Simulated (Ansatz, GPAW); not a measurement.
## Geometry or basis: what sets the conductance of hydroquinonedithiol between two Al chains

How well does hydroquinonedithiol between two Al chains conduct once its atoms have relaxed, and how much do cheaper levels lose?

Main program and level: GPAW 26.7.0 and Ansatz 0.2.0; Ansatz plane waves; relaxation of the junction with the lead ends held; PAW set soft_1, in the first sound run; inputs show where later runs differ.

## (1) Starting point

The cell holds 28 atoms: 14 Al, 2 S, 4 H, 6 C and 2 O. Its edges and angles: a = 12.493 Å, b = 9.000 Å, c = 40.053 Å, α = 90.0°, β = 90.0°, γ = 90.0°. Regions: left lead, 7 atoms (7 Al); channel, 14 atoms (2 S, 4 H, 6 C and 2 O); right lead, 7 atoms (7 Al). Vacuum lies along a and b. The structure is stacked along c, and the current runs across the ab planes.

## (2) Relaxing the atoms

Transmission follows bond lengths closely, so the atoms between the held lead ends are relaxed first, from a slightly shaken start that lets symmetry break.

File input.yaml:

```yaml
crystal:
  lattice:
    - [12.4932036343, 0.0, 0.0]
    - [0.0, 9.0, 0.0]
    - [0.0, 0.0, 40.0527804407]
  atoms:
    - { symbol: Al, position: [0.5, 0.5, 0.0299604668] }
    - { symbol: Al, position: [0.5, 0.5, 0.0898814005] }
    - { symbol: Al, position: [0.5, 0.5, 0.1498023342] }
    - { symbol: Al, position: [0.5, 0.5, 0.2097232678] }
    - { symbol: Al, position: [0.5, 0.5, 0.2696442015] }
    - { symbol: Al, position: [0.4971019856, 0.5004378597, 0.3293921157] }
    - { symbol: Al, position: [0.4987411997, 0.5009711253, 0.390181436] }
    - { symbol: S, position: [0.3881079429, 0.5719699319, 0.4286332453] }
    - { symbol: H, position: [0.6123974637, 0.5801226757, 0.4487216458] }
    - { symbol: C, position: [0.452962079, 0.5712840663, 0.469553665] }
    - { symbol: C, position: [0.5607005298, 0.5739058762, 0.4712305371] }
    - { symbol: H, position: [0.265762197, 0.5782781223, 0.473123663] }
    - { symbol: O, position: [0.2748046492, 0.5795791222, 0.496295286] }
    - { symbol: C, position: [0.3914122958, 0.5816291657, 0.4962939558] }
    - { symbol: C, position: [0.6094249778, 0.5798833153, 0.5035105862] }
    - { symbol: O, position: [0.7207108929, 0.5732248192, 0.5028650427] }
    - { symbol: H, position: [0.7380568739, 0.5792261457, 0.5274075933] }
    - { symbol: C, position: [0.4377892353, 0.5763321816, 0.5293023569] }
    - { symbol: C, position: [0.5468328614, 0.5752630604, 0.5302236171] }
    - { symbol: H, position: [0.3844680039, 0.5793410646, 0.5513920346] }
    - { symbol: S, position: [0.6149412406, 0.5705850053, 0.5722512579] }
    - { symbol: Al, position: [0.4974751175, 0.5022651188, 0.608995845] }
    - { symbol: Al, position: [0.4981630531, 0.4987671972, 0.6691733127] }
    - { symbol: Al, position: [0.5, 0.5, 0.7303557985] }
    - { symbol: Al, position: [0.5, 0.5, 0.7902767322] }
    - { symbol: Al, position: [0.5, 0.5, 0.8501976658] }
    - { symbol: Al, position: [0.5, 0.5, 0.9101185995] }
    - { symbol: Al, position: [0.5, 0.5, 0.9700395332] }
kpoints:
  mp_grid: { grid: [1, 1, 2] }
hamiltonian:
  xc: pbe
  pseudopotentials: { kind: paw, azcp: { folder: soft_1 } }
scf:
  occupations: { method: fermi_dirac, width: 0.1 }
relax:
  f_tol: 0.03
  max_steps: 80
  constraints: [{ sites: [0, 1, 2, 3, 4, 23, 24, 25, 26, 27] }]
```

On the command line:

```console
> ansatz run input.yaml --threads 4 --pin off --max-ram 8192MiB --backend cpu --events-out ev --progress --plain --runs-dir out
```

Numbers of over 12 decimals in the logs are rounded to 6 here.

Log:

```text
Engine: ansatz 0.2.0, aarch64-unknown-linux-gnu
Pseudopotentials: kind: paw
Pseudopotential: Al, paw, valence charge 3, recommended cutoff 420 eV (normal), soft_1/Al.paw.azcp
Pseudopotential: S, paw, valence charge 6, recommended cutoff 420 eV (normal), soft_1/S.paw.azcp
Pseudopotential: H, paw, valence charge 1, recommended cutoff 420 eV (normal), soft_1/H.paw.azcp
Pseudopotential: C, paw, valence charge 4, recommended cutoff 420 eV (normal), soft_1/C.paw.azcp
Pseudopotential: O, paw, valence charge 6, recommended cutoff 420 eV (normal), soft_1/O.paw.azcp
Functional definition: PBE
  parameter kappa = 0.804
  parameter beta = 0.066725
  exchange = pbe_x(kappa = kappa, mu = beta*pi^2/3)
  correlation = pbe_c(beta = beta)
Crystal: 28 atoms, lattice volume = 4503.488 Å³
Basis set: ecut = 420 eV, 88039 PW (Γ), exchange–correlation on 180×128×540 points (8 copies of the dense FFT grid, shifted against one another)
Bands: 75, of which v1, the nominal top of the filled ones, is band 47 counted from 1 (46 counted from 0)
Symmetry: 1 space group operations
Space group: P1 (ITA 1), of the structure as read, at distance tolerance 1.7e-4 Å
k-points: 2
Non-local potential: Al, projectors of the file, l = 0: 2, l = 1: 2, l = 2: 1
Non-local potential: S, projectors of the file, l = 0: 2, l = 1: 2, l = 2: 1
Non-local potential: H, projectors of the file, l = 0: 2, l = 1: 1
Non-local potential: C, projectors of the file, l = 0: 2, l = 1: 2, l = 2: 1
Non-local potential: O, projectors of the file, l = 0: 2, l = 1: 2, l = 2: 1
PAW form: soft (Blöchl's): semilocal exchange-correlation on the pseudo side does not see the compensation charge
PAW one-centre angular grid: Al, 110 points (default); XC on 64 Gauss nodes
PAW one-centre angular grid: S, 110 points (default); XC on 64 Gauss nodes
PAW one-centre angular grid: H, 110 points (default); XC on 64 Gauss nodes
PAW one-centre angular grid: C, 110 points (default); XC on 64 Gauss nodes
PAW one-centre angular grid: O, 110 points (default); XC on 64 Gauss nodes
Initial density: superposition of atomic densities (neutral atoms: chi_scale 0, normalization atom)
Initial wavefunctions: pseudopotential atomic-orbital guess
Functional: x = pbe(κ = 0.804, μ = 0.219515), c = pbe(β = 0.066725)
SCF iter   1: F=—  HF=-12015.862362 eV  |F-HF|=—  |Δ(HF+E_count)|=         —  Δρ=2.63e-2  dr2=6.83e1  ethr=3.10e-3  ⟨swp⟩=20.0  Hψ=1090  notcnv=0  defer=3
preconditioner: auto → LDOS  [metal: Δε(μ)=0.029 eV  Ē_g=5.468 eV  σ=0.100 eV  W_gap=0.07  n_scr=214 (ndim 8)  ℏωp=4.1 eV  f_vac=0.680  D(μ)=24.43/eV (n_scr^D=80)  β→1.0]
SCF iter   2: F=—  HF=-12008.482272 eV  |F-HF|=—  |Δ(HF+E_count)|=    7.38e0  Δρ=2.21e-2  dr2=3.40e1  ethr=3.10e-3  ⟨swp⟩=8.0  Hψ=528  notcnv=0  defer=4
SCF iter   3: F=—  HF=-12004.857718 eV  |F-HF|=—  |Δ(HF+E_count)|=    3.62e0  Δρ=4.51e-3  dr2=1.46e0  ethr=3.10e-3  ⟨swp⟩=4.5  Hψ=465  notcnv=0  defer=5
SCF iter   4: F=—  HF=-12004.805758 eV  |F-HF|=—  |Δ(HF+E_count)|=   5.20e-2  Δρ=2.39e-3  dr2=3.92e-1  ethr=1.55e-3  ⟨swp⟩=3.5  Hψ=331  notcnv=0  defer=5
SCF iter   5: F=—  HF=-12004.759325 eV  |F-HF|=—  |Δ(HF+E_count)|=   4.64e-2  Δρ=9.75e-4  dr2=1.02e-1  ethr=4.17e-4  ⟨swp⟩=2.0  Hψ=286  notcnv=0  defer=5
SCF iter   6: F=—  HF=-12004.753531 eV  |F-HF|=—  |Δ(HF+E_count)|=   5.79e-3  Δρ=4.83e-4  dr2=4.14e-2  ethr=1.08e-4  ⟨swp⟩=3.5  Hψ=278  notcnv=0  defer=5
SCF iter   7: F=—  HF=-12004.750433 eV  |F-HF|=—  |Δ(HF+E_count)|=   3.10e-3  Δρ=2.90e-4  dr2=1.47e-2  ethr=4.40e-5  ⟨swp⟩=2.0  Hψ=176  notcnv=0  defer=5
SCF iter   8: F=—  HF=-12004.749699 eV  |F-HF|=—  |Δ(HF+E_count)|=   7.33e-4  Δρ=1.76e-4  dr2=3.38e-3  ethr=1.56e-5  ⟨swp⟩=2.0  Hψ=209  notcnv=0  defer=5
SCF iter   9: F=—  HF=-12004.749300 eV  |F-HF|=—  |Δ(HF+E_count)|=   3.99e-4  Δρ=6.88e-5  dr2=8.07e-4  ethr=3.60e-6  ⟨swp⟩=2.0  Hψ=217  notcnv=0  defer=5
SCF iter  10: F=—  HF=-12004.749262 eV  |F-HF|=—  |Δ(HF+E_count)|=   3.76e-5  Δρ=4.33e-5  dr2=2.92e-4  ethr=8.59e-7  ⟨swp⟩=2.0  Hψ=217  notcnv=0  defer=5
SCF iter  11: F=—  HF=-12004.749252 eV  |F-HF|=—  |Δ(HF+E_count)|=   1.00e-5  Δρ=3.78e-5  dr2=1.25e-4  ethr=3.10e-7  ⟨swp⟩=2.0  Hψ=237  notcnv=0  defer=5
SCF iter  12: F=-12004.749227 eV  HF=-12004.749237 eV  |F-HF|=9.58e-6  |Δ(HF+E_count)|=   1.54e-5  Δρ=1.07e-5  dr2=1.77e-5  ethr=2.39e-8  ⟨swp⟩=4.0  Hψ=601  notcnv=0
SCF 1 converged in 12 iterations: F = -12004.749227 eV  dr2 = 1.77e-5
  greatest PAW one-centre occupation: 0.870 electrons in one spin orbital (limit 2), on the O atom at site 12 (counted from 0), in its partial waves of l = 0
relax step   1: F+E_penalty+E_count = -12004.74922736 eV  Δ(F+E_penalty+E_count) = +0.000e0 eV  max|allowed force component| = 5.714e0 eV/Å  Δτ_max = 0.0000 Å  (12 SCF iters, dr2 threshold 2.25e-5 eV, accepted)
Initial density: handed on by an earlier stage of this run
Initial wavefunctions: those handed on with the density
iter 1 solved again at ethr=4.78e-4 eV; its pass at ethr=3.10e-3 eV (dr2=4.49e-1 eV) is discarded
SCF iter   1: F=—  HF=-12005.816390 eV  |F-HF|=—  |Δ(HF+E_count)|=         —  Δρ=2.74e-3  dr2=4.65e-1  ethr=4.78e-4  ⟨swp⟩=1.0  Hψ=602  notcnv=0  defer=4
preconditioner: auto → LDOS  [metal: Δε(μ)=0.087 eV  Ē_g=5.885 eV  σ=0.100 eV  W_gap=0.21  n_scr=214 (ndim 8)  ℏωp=4.8 eV  f_vac=0.711  D(μ)=22.26/eV (n_scr^D=72)  β→1.0]
SCF iter   2: F=—  HF=-12005.790831 eV  |F-HF|=—  |Δ(HF+E_count)|=   2.56e-2  Δρ=1.60e-3  dr2=2.01e-1  ethr=4.78e-4  ⟨swp⟩=2.0  Hψ=290  notcnv=0  defer=4
SCF iter   3: F=—  HF=-12005.758391 eV  |F-HF|=—  |Δ(HF+E_count)|=   3.24e-2  Δρ=7.85e-4  dr2=4.06e-2  ethr=2.14e-4  ⟨swp⟩=2.0  Hψ=320  notcnv=0  defer=4
SCF iter   4: F=—  HF=-12005.752183 eV  |F-HF|=—  |Δ(HF+E_count)|=   6.21e-3  Δρ=2.79e-4  dr2=7.30e-3  ethr=4.32e-5  ⟨swp⟩=2.0  Hψ=226  notcnv=0  defer=4
SCF iter   5: F=—  HF=-12005.751429 eV  |F-HF|=—  |Δ(HF+E_count)|=   7.54e-4  Δρ=1.13e-4  dr2=1.77e-3  ethr=7.77e-6  ⟨swp⟩=2.0  Hψ=226  notcnv=0  defer=4
SCF iter   6: F=—  HF=-12005.751393 eV  |F-HF|=—  |Δ(HF+E_count)|=   3.68e-5  Δρ=6.72e-5  dr2=4.97e-4  ethr=1.89e-6  ⟨swp⟩=2.0  Hψ=183  notcnv=0  defer=4
SCF iter   7: F=-12005.751351 eV  HF=-12005.751385 eV  |F-HF|=3.45e-5  |Δ(HF+E_count)|=   7.40e-6  Δρ=2.38e-5  dr2=7.15e-5  ethr=1.06e-7  ⟨swp⟩=4.0  Hψ=605  notcnv=0
SCF 2 converged in 7 iterations: F = -12005.751351 eV  dr2 = 7.15e-5
  greatest PAW one-centre occupation: 0.867 electrons in one spin orbital (limit 2), on the O atom at site 12 (counted from 0), in its partial waves of l = 0
[...]
SCF iter   6: F=—  HF=-12006.276933 eV  |F-HF|=—  |Δ(HF+E_count)|=   1.13e-4  Δρ=4.03e-5  dr2=1.32e-4  ethr=8.36e-7  ⟨swp⟩=2.0  Hψ=220  notcnv=0  defer=5
SCF iter   7: F=-12006.276915 eV  HF=-12006.276934 eV  |F-HF|=1.92e-5  |Δ(HF+E_count)|=   1.44e-6  Δρ=2.12e-5  dr2=3.38e-5  ethr=1.06e-7  ⟨swp⟩=3.5  Hψ=573  notcnv=0
SCF 3 converged in 7 iterations: F = -12006.276915 eV  dr2 = 3.38e-5
  greatest PAW one-centre occupation: 0.866 electrons in one spin orbital (limit 2), on the O atom at site 15 (counted from 0), in its partial waves of l = 0
relax step   3: F+E_penalty+E_count = -12006.27691501 eV  Δ(F+E_penalty+E_count) = -5.256e-1 eV  max|allowed force component| = 6.648e-1 eV/Å  Δτ_max = 0.1950 Å  (7 SCF iters, dr2 threshold 1.00e-4 eV, accepted)
[...]
relax step   4: F+E_penalty+E_count = -12006.53640003 eV  Δ(F+E_penalty+E_count) = -2.595e-1 eV  max|allowed force component| = 4.166e-1 eV/Å  Δτ_max = 0.1950 Å  (7 SCF iters, dr2 threshold 3.04e-5 eV, accepted)
[...]
relax step   5: F+E_penalty+E_count = -12006.68210651 eV  Δ(F+E_penalty+E_count) = -1.457e-1 eV  max|allowed force component| = 2.052e-1 eV/Å  Δτ_max = 0.1949 Å  (7 SCF iters, dr2 threshold 1.19e-5 eV, accepted)
[...]
relax step   6: F+E_penalty+E_count = -12006.75648954 eV  Δ(F+E_penalty+E_count) = -7.438e-2 eV  max|allowed force component| = 8.648e-2 eV/Å  Δτ_max = 0.1943 Å  (7 SCF iters, dr2 threshold 1.02e-5 eV, accepted)
[...]
relax step   7: F+E_penalty+E_count = -12006.78119998 eV  Δ(F+E_penalty+E_count) = -2.471e-2 eV  max|allowed force component| = 1.074e-1 eV/Å  Δτ_max = 0.1119 Å  (8 SCF iters, dr2 threshold 1.33e-6 eV, accepted)
[...]
relax step   8: F+E_penalty+E_count = -12006.79988508 eV  Δ(F+E_penalty+E_count) = -1.869e-2 eV  max|allowed force component| = 1.044e-1 eV/Å  Δτ_max = 0.1780 Å  (8 SCF iters, dr2 threshold 2.05e-6 eV, accepted)
[...]
relax step   9: F+E_penalty+E_count = -12006.80204290 eV  Δ(F+E_penalty+E_count) = -2.158e-3 eV  max|allowed force component| = 2.851e-2 eV/Å  Δτ_max = 0.0211 Å  (5 SCF iters, dr2 threshold 1.03e-5 eV, accepted)
iter 1 solved again at ethr=1.95e-9 eV; its pass at ethr=3.10e-3 eV (dr2=1.84e-6 eV) is discarded
SCF iter   1: F=—  HF=-12006.802014 eV  |F-HF|=—  |Δ(HF+E_count)|=         —  Δρ=4.52e-6  dr2=1.83e-6  ethr=1.95e-9  ⟨swp⟩=1.0  Hψ=364  notcnv=0  defer=8
preconditioner: auto → LDOS  [metal: Δε(μ)=0.016 eV  Ē_g=5.749 eV  σ=0.100 eV  W_gap=0.04  n_scr=214 (ndim 8)  ℏωp=4.8 eV  f_vac=0.709  D(μ)=19.03/eV (n_scr^D=46)  β→1.0]
SCF iter   2: F=—  HF=-12006.802044 eV  |F-HF|=—  |Δ(HF+E_count)|=   3.00e-5  Δρ=6.07e-6  dr2=3.23e-6  ethr=1.95e-9  ⟨swp⟩=3.0  Hψ=296  notcnv=0  defer=8
SCF iter   3: F=—  HF=-12006.802044 eV  |F-HF|=—  |Δ(HF+E_count)|=   6.39e-7  Δρ=2.12e-6  dr2=3.87e-7  ethr=1.95e-9  ⟨swp⟩=3.0  Hψ=228  notcnv=0  defer=8
SCF iter   4: F=—  HF=-12006.802044 eV  |F-HF|=—  |Δ(HF+E_count)|=   3.33e-8  Δρ=1.37e-6  dr2=1.98e-7  ethr=4.11e-10  ⟨swp⟩=2.0  Hψ=220  notcnv=0  defer=8
SCF iter   5: F=-12006.802044 eV  HF=-12006.802044 eV  |F-HF|=7.50e-9  |Δ(HF+E_count)|=   3.96e-8  Δρ=3.94e-7  dr2=1.43e-8  ethr=1.06e-10  ⟨swp⟩=3.5  Hψ=557  notcnv=0
SCF 10 converged in 5 iterations: F = -12006.802044 eV  dr2 = 1.43e-8
relax step  10: F+E_penalty+E_count = -12006.80204384 eV  Δ(F+E_penalty+E_count) = -9.357e-7 eV  max|allowed force component| = 2.876e-2 eV/Å  Δτ_max = 0.0000 Å  (5 SCF iters, accepted)
SCF converged after 5 iterations
Free energy (F): -12006.802044 eV
Harris-Foulkes:  -12006.802044 eV  (|F-HF|=7.50e-9)
Internal energy: -12006.177417 eV  (E = F + TS)
E sigma→0 (E₀):  -12006.489731 eV
Entropy (-TS):   -0.624627 eV (-22.308 meV/atom)
Fermi energy:    -3.295153 eV
--- Per-component energies (eV) ---
  E_band       = -884.875419
  E_kinetic    = 1390.764992
  E_local      = -17409.463463  (includes V_loc(G=0)·N_el)
  E_nonlocal   = 469.764710
  E_hartree    = 7978.262575
  E_xc         = -1119.606311
  E_vxc        = -1085.493491  (∫ρ·V_xc dr)
  E_paw        = -8718.583399  (= ΣΔE_a)
  E_vpaw       = -206.974578  (= ΣTr[D̂ρ^β])
  E_aug_tail   = -0.002512  (compensation charges beyond the density's cutoff)
  E_ewald      = 5402.685989
  E_smearing   = -0.624627  (= −TS)
  E_closure    = -0.000000  (closes the sum)
  Σ components = -12006.802044   (vs F -12006.802044, Δ=0.00e0)
--- Forces (eV/Å), atoms counted from 1 ---
  atom   1  Al    -0.00692129    -0.00251623    -0.02951959
  atom   2  Al    -0.02078540     0.01177667    -0.05053665
  atom   3  Al     0.07111341    -0.02918321    -0.02046518
  atom   4  Al    -0.10260038     0.04230745    -0.27824034
  atom   5  Al     0.05283526    -0.03045064     0.79960177
  atom   6  Al     0.01000169     0.00103795     0.00747111
  atom   7  Al    -0.00348588    -0.00322434    -0.01138155
  atom   8  S      0.00451946     0.00173714    -0.00280036
  atom   9  H      0.00841534    -0.00099729     0.00723211
  atom  10  C      0.00455929     0.02713231     0.02374492
  atom  11  C     -0.02336860    -0.01361607    -0.02438374
  atom  12  H      0.00926827     0.00429769     0.00370226
  atom  13  O     -0.00239010     0.00043802    -0.00493351
  atom  14  C     -0.02001796    -0.00958570     0.00848986
  atom  15  C      0.02236782    -0.00665070    -0.01349627
  atom  16  O     -0.01161725     0.00053161    -0.00645529
  atom  17  H     -0.00237439     0.00356282     0.00851028
  atom  18  C      0.02876318    -0.01124257     0.01955539
  atom  19  C      0.00095369     0.02276501    -0.01275155
  atom  20  H     -0.00955182    -0.00162055    -0.00431148
  atom  21  S     -0.00916545     0.00304986    -0.00087968
  atom  22  Al     0.00100560    -0.00352535     0.00290934
  atom  23  Al    -0.01151704     0.00035253     0.00784547
  atom  24  Al    -0.04929245    -0.02778970    -0.80778314
  atom  25  Al     0.10295633     0.04049310     0.27943897
  atom  26  Al    -0.07154992    -0.02806356     0.01959075
  atom  27  Al     0.02101770     0.01148156     0.05032987
  atom  28  Al     0.00685411    -0.00264450     0.02951474
  max |Σ_I F_I| component: 1.47e-4 eV/Å
--- Relaxed structure (10 steps of the walk, 10 accepted, 0 SCFs on fresh bases) ---
  F+E_penalty+E_count = -12006.80204384 eV   max|allowed force component| = 2.876e-2 eV/Å
  atoms:
    - { symbol: Al, position: [0.5, 0.5, 0.029960] }
    - { symbol: Al, position: [0.5, 0.5, 0.0898814005] }
    - { symbol: Al, position: [0.5, 0.5, 0.1498023342] }
    - { symbol: Al, position: [0.5, 0.5, 0.2097232678] }
    - { symbol: Al, position: [0.5, 0.5, 0.2696442015] }
    - { symbol: Al, position: [0.408828, 0.544241, 0.326968] }
    - { symbol: Al, position: [0.494536, 0.492810, 0.386547] }
    - { symbol: S, position: [0.394850, 0.595013, 0.427534] }
    - { symbol: H, position: [0.623613, 0.581160, 0.451443] }
    - { symbol: C, position: [0.457641, 0.577866, 0.467270] }
    - { symbol: C, position: [0.568337, 0.577120, 0.472497] }
    - { symbol: H, position: [0.263283, 0.573376, 0.468237] }
    - { symbol: O, position: [0.279741, 0.574278, 0.492184] }
    - { symbol: C, position: [0.388412, 0.575298, 0.495266] }
    - { symbol: C, position: [0.611212, 0.574211, 0.504691] }
    - { symbol: O, position: [0.719896, 0.572210, 0.507769] }
    - { symbol: H, position: [0.736305, 0.570576, 0.531710] }
    - { symbol: C, position: [0.431282, 0.576890, 0.527465] }
    - { symbol: C, position: [0.541983, 0.576586, 0.532687] }
    - { symbol: H, position: [0.376010, 0.580742, 0.548519] }
    - { symbol: S, position: [0.605003, 0.591781, 0.572436] }
    - { symbol: Al, position: [0.504140, 0.492680, 0.613524] }
    - { symbol: Al, position: [0.591296, 0.542111, 0.672912] }
    - { symbol: Al, position: [0.5, 0.5, 0.730356] }
    - { symbol: Al, position: [0.5, 0.5, 0.7902767322] }
    - { symbol: Al, position: [0.5, 0.5, 0.8501976658] }
    - { symbol: Al, position: [0.5, 0.5, 0.9101185995] }
    - { symbol: Al, position: [0.5, 0.5, 0.970040] }
```

Run time: 2.2 min. Hardware: 4 threads of Arm Neoverse V1, shared host; peak memory 4.5 GiB; 8.5 min of CPU time.

Relaxation path:

```csv
step,energy less that of the first step (eV),largest force component (eV/Å)
1,0.0000,5.7140
2,-1.0021,2.5346
3,-1.5277,0.6648
4,-1.7872,0.4166
5,-1.9329,0.2052
6,-2.0073,0.0865
7,-2.0320,0.1074
8,-2.0507,0.1044
9,-2.0528,0.0285
10,-2.0528,0.0288
```

The atoms that moved most (Å):

```csv
atom,dx,dy,dz,length
Al23,1.164,0.390,0.150,1.236
Al6,-1.103,0.394,-0.097,1.175
S8,0.084,0.207,-0.044,0.228
S21,-0.124,0.191,0.007,0.228
Al22,0.083,-0.086,0.181,0.217
H12,-0.031,-0.044,-0.196,0.203
O16,-0.010,-0.009,0.196,0.197
H17,-0.022,-0.078,0.172,0.190
```

Numbers from this step:

```
free energy         : -12006.8020 eV
smearing term TS    : 0.6246 eV
symmetry operations : 1
```

The relaxation lowered the energy of the cell by 2.05 eV.

(Continued in part 2 of 4.)

[Logs are printed without paths, hosts, clocks, repeated set-up lines and the standing remarks that a program may print on its own settings, such as how far it seeks lower states.]

[Hosts, paths, dates, database ids (printed as entryN), source tags and the programs' standing remarks are cut or masked in the printed files.]
